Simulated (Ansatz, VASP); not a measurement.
**Two plane-wave programs on Cu**

```
Cu
1.0
     0.00000    2.25765    2.25765
     2.25765    0.00000    2.25765
     2.25765    2.25765    0.00000
Cu
2
Direct
  0.87500 0.87500 0.87500
  0.12500 0.12500 0.12500
```

Change from the starting cell: volume scaled by 0.6, PAW files.

Alike in both runs: task single point; functional PBE; k mesh 13 × 13 × 13; occupations fermi-dirac, width 0.08 eV; no spin polarisation.

|  | VASP | Ansatz |
| --- | --- | --- |
| version | VASP 6.6.1 | Ansatz 0.2.0 |
| potentials or method | VASP PAW PBE potentials, release 64 (Cu) | PAW with Ansatz's default frozen-core files, scalar-relativistic |
| plane-wave cutoff (eV) | 520 | 420 |
| valence electrons in the cell | 22 | 38 |

```tsv
	VASP	Ansatz	Ansatz less VASP
pressure (GPa)	98.0	97.7	-0.25
```

With one functional, cell and mesh, what is left measures potentials, basis and numerics. The two sets of potentials don't hold the same shells in valence.

Caveats: the cell as given lies far from equilibrium; so large a pressure means that the cell lies far from this level's equilibrium, or that cutoff or potentials fall short (VASP).
